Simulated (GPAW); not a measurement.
The system is PtSe2 (Sudovikovite).

```
Pt Se
1.0
     3.72400    0.00000    0.00000
    -1.86200    3.22508    0.00000
     0.00000    0.00000    5.06200
Pt Se
1 2
Cartesian
  0.0000 0.0000 0.0000
  1.8620 1.0750 3.7965
  0.0000 2.1501 1.2655
```

```yaml
Program: GPAW 26.7.0
Task: single point
Functional: PBEsol
Potentials_or_basis: PAW data sets generated in the run's folder for this functional
Cutoff: 600 eV
Basis: pw
k_mesh: 8 × 8 × 5
Occupations: fermi-dirac, width 0.05 eV
Spin: no spin polarisation
```

On this cell: pressure 2.2 GPa; largest force 0.366 eV/Å; band gap on the k mesh none (metal or under the smearing width).

The same run follows on a disturbed copy (atoms moved at random, drawn with an rms of 0.05 Å):

```
Pt Se
1.0
     3.72400    0.00000    0.00000
    -1.86200    3.22508    0.00000
     0.00000    0.00000    5.06200
Pt Se
1 2
Direct
  0.01133 0.02263 0.00660
  0.65034 0.33135 0.74000
  0.33238 0.65513 0.24631
```

What does the disturbed cell give?

The energy (extrapolated to zero smearing) moves by +39.4 meV/atom; pressure 2.1 GPa; largest force 1.956 eV/Å; band gap on the k mesh none (metal or under the smearing width).

Forces in eV/Å, atoms in the order of the input:
```
Pt  -0.297 -1.573 -1.125
Se   0.440  0.495  0.243
Se  -0.143  1.077  0.882
```

Stress tensor (GPa, compression positive):
```
 1.60  0.90 -1.80
 0.90  3.90  1.67
-1.80  1.67  0.69
```
